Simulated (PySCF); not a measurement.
Runs of PySCF 2.14.0 on NaCl. It takes space group Pm-3m (No. 221, cubic). Conventional cell: a = 3.502 Å, b = 3.502 Å, c = 3.502 Å, α = 90.00°, β = 90.00°, γ = 90.00°. Around Cl (site symmetry m-3m) lie 8 Na at 3.03 Å. Na (site symmetry m-3m) is surrounded by 8 Cl at 3.03 Å. Measurements of this composition are mostly on another form, of space group No. 225.

```csv
task,level,potentials or basis,k mesh,smearing,density cutoff,exponents discarded below (exp_to_discard),potentials,conv_tol,exxdiv,mesh quality,gap on the mesh (eV)
atomic charges,PBE0,pob-tzvp-rev2 (all-electron),2 × 2 × 2,fixed,-,0.1 1/bohr^2,-,1e-07 Ha,ewald,coarse,6.26
atomic charges,PBEsol,pob-tzvp-rev2 (all-electron),2 × 2 × 2,fixed,-,0.1 1/bohr^2,-,1e-07 Ha,-,coarse,3.80
atomic charges,r2SCAN,pob-tzvp-rev2 (all-electron),2 × 2 × 2,fixed,-,0.1 1/bohr^2,-,1e-07 Ha,-,coarse,4.75
atomic charges,LDA,pob-tzvp-rev2 (all-electron),2 × 2 × 2,fixed,-,0.1 1/bohr^2,-,1e-07 Ha,-,coarse,(b)
density of states,PBEsol,DZVP-MOLOPT-SR/GTH-PBE (potentials made for PBE),8 × 8 × 8,fermi-dirac 0.05 eV,400 Ha,0.02 1/bohr^2,"Cl GTH-PBE-q7, Na GTH-PBE-q9",1e-07 Ha,-,not flagged,(a)
```

Alike in all rows: no spin polarisation; cell as given.

Q: Fill in the values left out.

A: (a) 3.78; (b) 3.48.

Caveats: some runs use coarse meshes; the basis of atomic orbitals isn't converged, which shifts pressures, moduli and gaps; the default atom-centred grid shifts energies of crystals by up to some 10 meV an atom and pressures by some 0.5 GPa (some runs); on so small a mesh gaps with full-range exact exchange can be off by tenths of an eV to over 1 eV (some runs); the density mesh is thin for the hardest basis functions, which adds noise to energies, forces and pressure (some runs).

A k mesh can miss the band edges.

The runs don't all hold the same shells in valence.

Runs at the PBE level aren't shown here.
